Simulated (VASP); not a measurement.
The system is PbF2 (Fluorocronite).

```
Pb F
1.0
     0.00000    2.96366    2.96366
     2.96366    0.00000    2.96366
     2.96366    2.96366    0.00000
Pb F
1 2
Direct
  0.00000 0.00000 0.00000
  0.25000 0.25000 0.25000
  0.75000 0.75000 0.75000
```

* Program: VASP 6.6.1
* Task: relaxation of cell and atoms
* Functional: LDA
* Potentials or basis: VASP PAW LDA potentials, release 64 (Pb_d, F)
* Cutoff: 600 eV
* k mesh: 8 × 8 × 8
* Occupations: gaussian, width 0.03 eV
* Spin: no spin polarisation

At the start: pressure -4.6 GPa; volume 17.35 Å³/atom.

Question: How do energy, volume and symmetry change on relaxing?

Answer: Over 3 steps the energy falls by 15.3 meV/atom and the volume is 16.34 Å³/atom (-5.8 %); space group Fm-3m (No. 225, to 0.05 Å).

The path:
```
step  energy change (eV)  largest force (eV/Å)  pressure (GPa)  volume (Å³)
   1              0.0000                0.0000           -4.59        52.06
   2             -0.0436                0.0000            1.14        48.40
   3             -0.0459                0.0000            0.01        49.02
```

Final structure:
```yaml
crystal:
  lattice:
    - [0.00000, 2.90483, 2.90483]
    - [2.90483, 0.00000, 2.90483]
    - [2.90483, 2.90483, 0.00000]
  atoms:
    - { symbol: Pb, position: [0.00000, 0.00000, 0.00000] }
    - { symbol: F, position: [0.25000, 0.25000, 0.25000] }
    - { symbol: F, position: [0.75000, 0.75000, 0.75000] }
```
